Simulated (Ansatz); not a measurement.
## Squeezing Li (beta tin type)

```
CELL_PARAMETERS angstrom
-2.65833 2.65833 1.43803
2.65833 -2.65833 1.43803
2.65833 2.65833 -1.43803
ATOMIC_POSITIONS crystal
Li 0.62500 0.87500 0.75000
Li 0.37500 0.12500 0.25000
```

The cell comes from a relaxation on PAW files under the same functional, begun from a prototype that needn't be the stable phase.

Its volume is scaled, and at each volume shape and atoms are relaxed on PAW files; all methods then take that cell.

All numbers are PBE results (scalar-relativistic) from Ansatz 0.2.0, with a Γ-centred 15×15×15 k mesh, Fermi–Dirac smearing of 0.08 eV, no spin polarisation. Methods: LAPW: all electrons, basis error target 1 meV/atom; PAW: frozen-core files, cutoff 420 eV; crystal datasets: all electrons, by PAW datasets that the program makes for each cell; norm-conserving: pseudopotentials, cutoff 1034 eV; PAW (cutoff 300 eV): frozen-core files, cutoff 300 eV.

Energies are extrapolated to zero smearing and count from the unscaled cell; pressure is positive in compression; gaps take the mesh and a band path. No temperature or zero-point motion is included.

The structure type is held throughout; the real material can change phase at far lower pressure.

```csv
V/V0,V (Å³/atom),P LAPW (GPa),ΔE LAPW (eV/atom),P PAW − LAPW (GPa),ΔE PAW − LAPW (meV/atom),space group,shortest distance (Å)
1.00,20.32,0.01,0.000,-0.01,0.0,I4_1/amd,2.754
0.90,18.29,?,?,?,?,?,?
0.80,16.26,4.18,0.045,-0.01,0.0,I4_1/amd,2.556
0.70,14.23,8.33,0.122,-0.01,-0.1,I4_1/amd,2.445
0.60,12.19,15.38,0.268,-0.01,-0.1,I4_1/amd,2.320
0.50,10.16,28.1,0.535,-0.01,-0.1,I4_1/amd,2.168
0.40,8.13,53.3,1.028,-0.01,-0.1,I4_1/amd,1.987
```

Task: Fit the Vinet equation to the LAPW pressures shown (residuals weighted by 1/(|P| + 0.03·Pmax)), and predict the pressure of the withheld row.

Result: The fit gives V0 = 20.34 Å³/atom, B0 = 12.3 GPa and B0′ = 3.75. At 18.29 Å³/atom, x = (V/V0)^(1/3) = 0.9652, and P = 3·B0·(1 − x)/x²·exp[1.5·(B0′ − 1)·(1 − x)] = 1.59 GPa. The run itself gave 1.63 GPa (-2.6 % off) and ΔE = 0.009 eV/atom.

Task: From the table, what is the rise of the enthalpy H = E + pV up to the last row, and how stiff is the crystal between the last two rows?

Result: ΔH = 1.028 eV + (53.3 GPa × 8.13 Å³ − 0.01 GPa × 20.32 Å³) × 0.006242 eV/(GPa·Å³) = 3.73 eV/atom, of which pV makes 72 %. The mean bulk modulus there is −ΔP/Δln V = 113 GPa.

Task: At the smallest volume, how far do crystal datasets and norm-conserving and PAW (cutoff 300 eV) lie from LAPW in pressure?

Result: crystal datasets: -0.01 GPa; norm-conserving: +0.05 GPa; PAW (cutoff 300 eV): +0.05 GPa, on a LAPW pressure of 53.3 GPa.
